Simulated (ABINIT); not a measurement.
The system is CdO (Monteponite).

```
CELL_PARAMETERS angstrom
0.00000 2.34950 2.34950
2.34950 0.00000 2.34950
2.34950 2.34950 0.00000
ATOMIC_POSITIONS crystal
Cd 0.00000 0.00000 0.00000
O 0.50000 0.50000 0.50000
```

Base run:

- Program: ABINIT 10.8.3 (patched build)
- Functional: RPBE
- Potentials or basis: JTH PAW PBE v2.0
- Cutoff: 762 eV
- k mesh: 10 × 10 × 10
- Occupations: fermi-dirac, width 0.05 eV
- Spin: no spin polarisation

Its results: band gap on the k mesh none (metal or under the smearing width); pressure 9.9 GPa.

**Question.** After a change of settings the same cell gave: band gap on the k mesh none (metal or under the smearing width); pressure -1.3 GPa. Which change was it?
A. functional from RPBE to PW91
B. functional from RPBE to WC
C. functional from RPBE to BLYP
D. functional from RPBE to PBE

**Answer.** B.

WC binds more tightly than RPBE, so the same cell stands under less pressure.

Caveats: the PAW data sets were made with another functional, which shifts forces and pressure a little.
